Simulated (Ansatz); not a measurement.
The following input was run with Ansatz 0.2.0.

```yaml
crystal:
  lattice:
    - [2.5068463374, 0.0, 0.0]
    - [-1.2534231687, 2.1709926116, 0.0]
    - [0.0, 0.0, 34.071592834]
  atoms:
    - { symbol: C, position: [0.3333333333, 0.6666666667, 0.2201247249] }
    - { symbol: C, position: [0.0, 0.0, 0.2352977179] }
    - { symbol: C, position: [0.0, 0.0, 0.2804227512] }
    - { symbol: C, position: [0.6666666667, 0.3333333333, 0.295504114] }
    - { symbol: C, position: [0.6666666667, 0.3333333333, 0.3406291472] }
    - { symbol: C, position: [0.3333333333, 0.6666666667, 0.3558021403] }
    - { symbol: C, position: [0.3333333333, 0.6666666667, 0.4016339824] }
    - { symbol: C, position: [0.6666666667, 0.3333333333, 0.416811764] }
    - { symbol: C, position: [0.6666666667, 0.3333333333, 0.4619062974] }
    - { symbol: C, position: [0.0, 0.0, 0.4770840789] }
    - { symbol: C, position: [0.0, 0.0, 0.5229159211] }
    - { symbol: C, position: [0.6666666667, 0.3333333333, 0.5380889141] }
    - { symbol: C, position: [0.6666666667, 0.3333333333, 0.5832139474] }
    - { symbol: C, position: [0.3333333333, 0.6666666667, 0.5982953102] }
    - { symbol: C, position: [0.3333333333, 0.6666666667, 0.6434203434] }
    - { symbol: C, position: [0.0, 0.0, 0.6585933364] }
    - { symbol: C, position: [0.0, 0.0, 0.7044251786] }
    - { symbol: C, position: [0.3333333333, 0.6666666667, 0.7196029601] }
    - { symbol: C, position: [0.3333333333, 0.6666666667, 0.7646974935] }
    - { symbol: C, position: [0.6666666667, 0.3333333333, 0.7798752751] }
basis:
  ecutwfc: 420
kpoints:
  mp_grid: { grid: [12, 12, 1] }
hamiltonian:
  xc: pbesol
scf:
  occupations: { method: gaussian, width: 0.05 }
output:
  forces: true
  stress: true
  eigenvalues: true
  write_density: true
  write_potential: true
  elf: true
  volumetric_format: npy
efield:
  axis: 3
  dipole_correction: true
  ramp_width: 0.04
```

Launched with
```bash
ansatz run input.yaml --threads 2 --pin off --max-ram 5120MiB --backend cpu --events-out ev --progress --plain --runs-dir out
```

These are results of DFT PBEsol, scalar-relativistic, plane waves, PAW (Ansatz 0.2.0), not measurements.

From the run's log, abridged (iterations and final results):

```
SCF iter   1: F=—  HF=-4928.138518 eV  |F-HF|=—  |Δ(HF+E_count)|=         —  Δρ=1.80e-2  dr2=7.90e0  ethr=1.77e-3  p=0.000 e·Å  D=3.12e-4 V/Å  ΔV_dip=-0.01 eV  dr2_dipole=9.75e0  V_vac-E_F(+/−)=6.45/6.46 eV  ⟨swp⟩=10.9  Hψ=7189  notcnv=0  defer=202
efield: sawtooth ramp at fractional position 0.9800 (placed from the atoms, in the widest stretch of the axis that holds none; the zero of the levels goes with the place), width 0.0400; the density the first Hamiltonian is built on has a dipole p = 0.000 e·Å; the dipole correction subtracts the counter field D = 3.12e-4 V/Å, which shifts the + side's vacuum level by -0.01 eV against the − side's; the planar-averaged density in the ramp window peaks in size at 1.0e-4 e/Å³
SCF iter   2: F=—  HF=-4928.052320 eV  |F-HF|=—  |Δ(HF+E_count)|=   8.62e-2  Δρ=9.38e-3  dr2=9.23e-1  ethr=1.77e-3  p=-0.003 e·Å  D=-2.58e-3 V/Å  ΔV_dip=0.09 eV  dr2_dipole=5.15e-1  V_vac-E_F(+/−)=6.18/6.10 eV  ⟨swp⟩=1.9  Hψ=1399  notcnv=0  defer=254
SCF iter   3: F=—  HF=-4928.100431 eV  |F-HF|=—  |Δ(HF+E_count)|=   4.81e-2  Δρ=8.67e-3  dr2=7.68e-1  ethr=1.15e-3  p=-0.001 e·Å  D=-1.07e-3 V/Å  ΔV_dip=0.04 eV  dr2_dipole=8.98e-4  V_vac-E_F(+/−)=5.88/5.85 eV  ⟨swp⟩=3.4  Hψ=2465  notcnv=0  defer=266
SCF iter   4: F=—  HF=-4928.025676 eV  |F-HF|=—  |Δ(HF+E_count)|=   7.48e-2  Δρ=6.75e-3  dr2=3.55e-1  ethr=9.60e-4  p=-0.001 e·Å  D=-1.42e-3 V/Å  ΔV_dip=0.05 eV  dr2_dipole=1.78e-2  V_vac-E_F(+/−)=5.87/5.82 eV  ⟨swp⟩=3.4  Hψ=2324  notcnv=0  defer=271
SCF iter   5: F=—  HF=-4928.009267 eV  |F-HF|=—  |Δ(HF+E_count)|=   1.64e-2  Δρ=4.96e-3  dr2=1.87e-1  ethr=4.43e-4  p=-0.001 e·Å  D=-9.97e-4 V/Å  ΔV_dip=0.03 eV  dr2_dipole=1.32e-3  V_vac-E_F(+/−)=5.57/5.54 eV  ⟨swp⟩=2.7  Hψ=1234  notcnv=0  defer=271
SCF iter   6: F=—  HF=-4927.994912 eV  |F-HF|=—  |Δ(HF+E_count)|=   1.44e-2  Δρ=3.10e-3  dr2=8.06e-2  ethr=2.34e-4  p=-0.001 e·Å  D=-6.08e-4 V/Å  ΔV_dip=0.02 eV  dr2_dipole=1.18e-3  V_vac-E_F(+/−)=5.33/5.31 eV  ⟨swp⟩=2.8  Hψ=1289  notcnv=0  defer=271
SCF iter   7: F=—  HF=-4927.990622 eV  |F-HF|=—  |Δ(HF+E_count)|=   4.29e-3  Δρ=2.07e-3  dr2=4.66e-2  ethr=1.01e-4  p=-0.001 e·Å  D=-6.13e-4 V/Å  ΔV_dip=0.02 eV  dr2_dipole=6.03e-3  V_vac-E_F(+/−)=5.26/5.24 eV  ⟨swp⟩=2.2  Hψ=1343  notcnv=0  defer=264
SCF iter   8: F=—  HF=-4927.985226 eV  |F-HF|=—  |Δ(HF+E_count)|=   5.40e-3  Δρ=1.53e-3  dr2=2.96e-2  ethr=5.82e-5  p=-0.001 e·Å  D=-5.32e-4 V/Å  ΔV_dip=0.02 eV  dr2_dipole=1.91e-2  V_vac-E_F(+/−)=5.31/5.29 eV  ⟨swp⟩=2.7  Hψ=1160  notcnv=0  defer=258
SCF iter   9: F=—  HF=-4927.985093 eV  |F-HF|=—  |Δ(HF+E_count)|=   1.33e-4  Δρ=8.67e-4  dr2=8.05e-3  ethr=3.71e-5  p=-0.001 e·Å  D=-5.26e-4 V/Å  ΔV_dip=0.02 eV  dr2_dipole=1.66e-3  V_vac-E_F(+/−)=5.39/5.37 eV  ⟨swp⟩=1.9  Hψ=960  notcnv=0  defer=258
SCF iter  10: F=—  HF=-4927.985557 eV  |F-HF|=—  |Δ(HF+E_count)|=   4.64e-4  Δρ=4.79e-4  dr2=2.32e-3  ethr=1.01e-5  p= 0.000 e·Å  D=-2.99e-4 V/Å  ΔV_dip=0.01 eV  dr2_dipole=1.98e-3  V_vac-E_F(+/−)=5.52/5.51 eV  ⟨swp⟩=2.8  Hψ=1377  notcnv=0  defer=255
SCF iter  11: F=—  HF=-4927.985654 eV  |F-HF|=—  |Δ(HF+E_count)|=   9.68e-5  Δρ=2.77e-4  dr2=3.72e-4  ethr=2.91e-6  p= 0.000 e·Å  D=-2.04e-4 V/Å  ΔV_dip=0.01 eV  dr2_dipole=4.32e-5  V_vac-E_F(+/−)=5.57/5.56 eV  ⟨swp⟩=2.6  Hψ=1409  notcnv=0  defer=258
SCF iter  12: F=—  HF=-4927.985674 eV  |F-HF|=—  |Δ(HF+E_count)|=   1.96e-5  Δρ=1.97e-4  dr2=1.72e-4  ethr=4.65e-7  p= 0.000 e·Å  D=-1.36e-4 V/Å  ΔV_dip=0.00 eV  dr2_dipole=2.63e-5  V_vac-E_F(+/−)=5.60/5.60 eV  ⟨swp⟩=2.3  Hψ=1525  notcnv=0  defer=257
SCF iter  13: F=—  HF=-4927.985663 eV  |F-HF|=—  |Δ(HF+E_count)|=   1.04e-5  Δρ=1.36e-4  dr2=8.25e-5  ethr=2.15e-7  p= 0.000 e·Å  D=-1.01e-4 V/Å  ΔV_dip=0.00 eV  dr2_dipole=2.61e-5  V_vac-E_F(+/−)=5.61/5.61 eV  ⟨swp⟩=2.1  Hψ=1333  notcnv=0  defer=257
SCF iter  14: F=—  HF=-4927.985651 eV  |F-HF|=—  |Δ(HF+E_count)|=   1.24e-5  Δρ=1.05e-4  dr2=5.09e-5  ethr=1.03e-7  p= 0.000 e·Å  D=-1.06e-4 V/Å  ΔV_dip=0.00 eV  dr2_dipole=5.98e-6  V_vac-E_F(+/−)=5.62/5.62 eV  ⟨swp⟩=2.1  Hψ=1327  notcnv=0  defer=257
SCF iter  15: F=—  HF=-4927.985649 eV  |F-HF|=—  |Δ(HF+E_count)|=   2.28e-6  Δρ=7.34e-5  dr2=2.96e-5  ethr=6.37e-8  p= 0.000 e·Å  D=-1.19e-4 V/Å  ΔV_dip=0.00 eV  dr2_dipole=2.46e-6  V_vac-E_F(+/−)=5.62/5.62 eV  ⟨swp⟩=2.2  Hψ=1283  notcnv=0  defer=257
SCF iter  16: F=—  HF=-4927.985647 eV  |F-HF|=—  |Δ(HF+E_count)|=   1.64e-6  Δρ=5.69e-5  dr2=2.43e-5  ethr=3.70e-8  p= 0.000 e·Å  D=-1.54e-4 V/Å  ΔV_dip=0.01 eV  dr2_dipole=8.02e-6  V_vac-E_F(+/−)=5.62/5.61 eV  ⟨swp⟩=1.7  Hψ=1056  notcnv=0  defer=257
SCF iter  17: F=—  HF=-4927.985648 eV  |F-HF|=—  |Δ(HF+E_count)|=   1.36e-6  Δρ=4.94e-5  dr2=2.11e-5  ethr=3.04e-8  p= 0.000 e·Å  D=-2.07e-4 V/Å  ΔV_dip=0.01 eV  dr2_dipole=1.43e-5  V_vac-E_F(+/−)=5.62/5.61 eV  ⟨swp⟩=1.4  Hψ=954  notcnv=0  defer=257
SCF iter  18: F=—  HF=-4927.985648 eV  |F-HF|=—  |Δ(HF+E_count)|=   1.04e-7  Δρ=3.93e-5  dr2=1.29e-5  ethr=2.64e-8  p= 0.000 e·Å  D=-2.64e-4 V/Å  ΔV_dip=0.01 eV  dr2_dipole=9.33e-6  V_vac-E_F(+/−)=5.62/5.61 eV  ⟨swp⟩=2.2  Hψ=1187  notcnv=0  defer=257
SCF iter  19: F=—  HF=-4927.985646 eV  |F-HF|=—  |Δ(HF+E_count)|=   2.20e-6  Δρ=2.67e-5  dr2=4.38e-6  ethr=1.61e-8  p= 0.000 e·Å  D=-3.38e-4 V/Å  ΔV_dip=0.01 eV  dr2_dipole=3.92e-6  V_vac-E_F(+/−)=5.62/5.61 eV  ⟨swp⟩=2.0  Hψ=1189  notcnv=0  defer=257
SCF iter  20: F=—  HF=-4927.985646 eV  |F-HF|=—  |Δ(HF+E_count)|=   2.04e-7  Δρ=1.69e-5  dr2=1.18e-6  ethr=5.47e-9  p= 0.000 e·Å  D=-3.62e-4 V/Å  ΔV_dip=0.01 eV  dr2_dipole=3.10e-7  V_vac-E_F(+/−)=5.62/5.61 eV  ⟨swp⟩=2.2  Hψ=1253  notcnv=0  defer=257
SCF iter  21: F=—  HF=-4927.985647 eV  |F-HF|=—  |Δ(HF+E_count)|=   8.15e-7  Δρ=1.07e-5  dr2=3.82e-7  ethr=1.48e-9  p= 0.000 e·Å  D=-3.79e-4 V/Å  ΔV_dip=0.01 eV  dr2_dipole=3.09e-8  V_vac-E_F(+/−)=5.62/5.61 eV  ⟨swp⟩=2.4  Hψ=1425  notcnv=0  defer=257
SCF iter  22: F=—  HF=-4927.985647 eV  |F-HF|=—  |Δ(HF+E_count)|=   1.70e-7  Δρ=8.28e-6  dr2=2.35e-7  ethr=4.78e-10  p= 0.000 e·Å  D=-3.85e-4 V/Å  ΔV_dip=0.01 eV  dr2_dipole=8.41e-8  V_vac-E_F(+/−)=5.62/5.61 eV  ⟨swp⟩=2.1  Hψ=1466  notcnv=0  defer=257
SCF iter  23: F=—  HF=-4927.985647 eV  |F-HF|=—  |Δ(HF+E_count)|=   6.27e-8  Δρ=6.36e-6  dr2=1.13e-7  ethr=2.94e-10  p= 0.000 e·Å  D=-3.92e-4 V/Å  ΔV_dip=0.01 eV  dr2_dipole=2.92e-8  V_vac-E_F(+/−)=5.62/5.61 eV  ⟨swp⟩=2.1  Hψ=1308  notcnv=0  defer=257
SCF iter  24: F=-4927.985647 eV  HF=-4927.985647 eV  |F-HF|=7.24e-8  |Δ(HF+E_count)|=   6.94e-8  Δρ=5.39e-6  dr2=8.58e-8  ethr=1.25e-10  p= 0.000 e·Å  D=-3.96e-4 V/Å  ΔV_dip=0.01 eV  dr2_dipole=1.41e-8  V_vac-E_F(+/−)=5.62/5.61 eV  ⟨swp⟩=35.5  Hψ=13368  notcnv=0
SCF 1 converged in 24 iterations: F = -4927.985647 eV  dr2 = 8.58e-8
WARN: The output density's exchange-correlation potential varies sharply where the density is thin. Do not read a vacuum level from v_tot or v_xc, or from such a field of the output density. On a cell that repeats whose density bears no net charge and no dipole along the vacuum's axis use v_es (v_loc + v_h of the components); under efield.dipole_correction with no amplitude use v_es + v_field, which holds any external_charges[].barrier, or the levels of the report's work_function block, which leave it out; under a non-zero efield.amplitude the vacuum is tilted and has no level; on a cell that repeats and bears such a dipole with no correction it is tilted too, and efield.dipole_correction wi ...
SCF converged after 24 iterations
Free energy (F): -4927.985647 eV
Harris-Foulkes:  -4927.985647 eV  (|F-HF|=7.24e-8)
Internal energy: -4927.962686 eV  (E = F + TS)
E sigma→0 (E₀):  -4927.974167 eV
Entropy (-TS):   -0.022961 eV (-1.148 meV/atom)
Fermi energy:    6.478366 eV
Dipole field:    D = -0.000562 V/Å  (p = -0.000576 e·Å, saw-weighted, corrected)
Work function:   Φ+ = 5.6248 eV   Φ− = 5.6057 eV
Levels:          The Fermi level and band energies are counted from a zero that moves with the ramp; work functions are not
--- Per-component energies (eV) ---
  E_band       = -265.870252
  E_kinetic    = 1834.779698
  E_local      = -95814.697982  (includes V_loc(G=0)·N_el)
  E_nonlocal   = 535.812566
  E_hartree    = 47256.965790
  E_xc         = -964.733365
  E_vxc        = -1200.972751  (∫ρ·V_xc dr)
  E_paw        = -1905.959328  (= ΣΔE_a)
  E_vpaw       = -134.698404  (= ΣTr[D̂ρ^β])
  E_aug_tail   = 0.000168  (compensation charges beyond the density's cutoff)
  E_efield     = 0.000000  (sawtooth field / dipole correction)
  E_vefield    = -0.000126  (∫n·V_field dr)
  E_ewald      = 44129.447757
  E_core_change = 0.422010  (= ΣΔE_core)
  E_smearing   = -0.022961  (= −TS)
--- Forces (eV/Å), atoms counted from 1 ---
  atom   1  C      0.00000000     0.00000000     4.26607337
  atom   2  C      0.00000000     0.00000000    -4.82799718
  atom   3  C      0.00000000     0.00000000     0.85472926
  atom   4  C      0.00000000     0.00000000    -0.40322576
  atom   5  C      0.00000000     0.00000000     0.15802997
  atom   6  C      0.00000000     0.00000000    -0.07128874
  atom   7  C      0.00000000     0.00000000     0.03868136
  atom   8  C      0.00000000     0.00000000    -0.02037617
  atom   9  C      0.00000000     0.00000000     0.01089298
  atom  10  C      0.00000000     0.00000000    -0.00824571
  atom  11  C      0.00000000     0.00000000     0.00859761
  atom  12  C      0.00000000     0.00000000    -0.01127455
  atom  13  C      0.00000000     0.00000000     0.01972296
  atom  14  C      0.00000000     0.00000000    -0.03744886
  atom  15  C      0.00000000     0.00000000     0.07897937
  atom  16  C      0.00000000     0.00000000    -0.16036618
  atom  17  C      0.00000000     0.00000000     0.37357871
  atom  18  C      0.00000000     0.00000000    -0.82149256
  atom  19  C      0.00000000     0.00000000     4.79205485
  atom  20  C      0.00000000     0.00000000    -4.23953596
--- Stress (GPa, compression-positive) ---
        0.088136       0.000000       0.000000
        0.000000       0.088136       0.000000
        0.000000       0.000000      -2.265638
  P = ⅓ Tr σ = -0.6965 GPa (-6.965 kbar)
--- Band table (eV; the first three rows and the last of 19) ---
  k-point 0: bands = ["-16.3515", "-16.0672", "-15.6374", "-15.1355", "-14.4756", "-13.7612", "-12.9009", "-11.9723", "-10.9928", "-10.5265", "-7.7025", "-6.4449", "-5.0221", "-3.5280", "-1.9075", "-0.2857", "1.3754", "2.4443", "2.4443", "2.6696", "2.6696", "2.9597", "2.9618", "2.9618", "3.3602", "3.3602", "3.7545", "3.7545", "4.2590", "4.2590", "4.3606", "4.7006", "4.7006", "5.1124", "5.1124", "5.7882", "5.7882", "5.8350", "5.8350", "6.5013", "6.5794", "10.8266", "10.8266", "11.1744", "11.3150", "11.3150", "11.7110", "11.8193", "11.8193", "11.9839", "12.0453", "12.6600", "12.6600", "12.7545", "12.8991", "12.9637", "12.9637", "13.2506", "13.6429", "13.7846"]
  k-point 1: bands = ["-16.1784", "-15.8945", "-15.4652", "-14.9640", "-14.3053", "-13.5921", "-12.7339", "-11.8080", "-10.8318", "-10.3708", "-7.5453", "-6.2956", "-4.8826", "-3.4021", "-1.8008", "-0.2086", "1.4018", "1.5799", "1.8121", "2.0614", "2.1225", "2.2930", "2.5306", "2.6095", "2.9081", "2.9532", "3.0087", "3.4390", "3.4973", "3.8875", "3.9433", "4.2739", "4.3705", "4.4111", "4.8351", "4.9849", "5.0324", "5.5077", "5.5509", "6.5974", "6.6352", "10.8635", "11.1289", "11.2278", "11.5301", "11.7198", "11.7522", "11.9854", "12.2274", "12.2598", "12.3251", "12.5346", "12.9220", "13.0684", "13.1460", "13.3117", "13.4696", "13.5410", "13.6695", "13.9572"]
  k-point 2: bands = ["-15.6608", "-15.3779", "-14.9505", "-14.4513", "-13.7965", "-13.0872", "-12.2357", "-11.3179", "-10.3517", "-9.9058", "-7.0858", "-5.8619", "-4.4836", "-3.0547", "-1.5332", "-0.4407", "-0.2558", "-0.0459", "0.1566", "0.6190", "1.0155", "1.2125", "1.4356", "1.4537", "1.6625", "1.8006", "2.1372", "2.2059", "2.5056", "2.6854", "3.0029", "3.1941", "3.2717", "3.3467", "3.7034", "3.8761", "4.1482", "4.8163", "4.8527", "6.5620", "6.5662", "10.5930", "10.8419", "11.2837", "11.7400", "12.1681", "12.2122", "12.4813", "12.6521", "12.6864", "12.8080", "13.1042", "13.2503", "13.3196", "13.7016", "13.9363", "14.1181", "14.1969", "14.3901", "14.5470"]
  k-point 18: bands = ["-9.1833", "-8.9043", "-8.8309", "-8.7477", "-8.7187", "-8.5148", "-8.4251", "-8.1248", "-7.9969", "-6.7221", "-6.4528", "-6.4149", "-6.1592", "-5.9402", "-5.9144", "-5.6544", "-5.5161", "-5.2964", "-4.9169", "-4.7626", "-4.3273", "-4.1511", "-4.0673", "-3.5816", "-3.1514", "-2.6259", "-2.5440", "-2.4583", "-2.2488", "-2.0801", "-1.0122", "-0.5408", "-0.2483", "-0.0200", "0.0401", "0.4042", "0.5988", "0.8389", "0.9957", "6.3974", "6.4400", "10.7685", "10.7960", "11.4347", "12.1639", "13.1188", "13.3623", "13.8521", "14.3968", "14.4507", "14.9743", "15.7832", "15.8117", "16.1719", "16.8312", "17.2490", "17.3679", "17.9233", "17.9830", "18.1242"]
```

The calculation finished and met its thresholds.

The run took 12 s on 2 threads of Intel(R) Xeon(R) 6975P-C (Granite Rapids) (shared host), peak memory 0.56 GiB.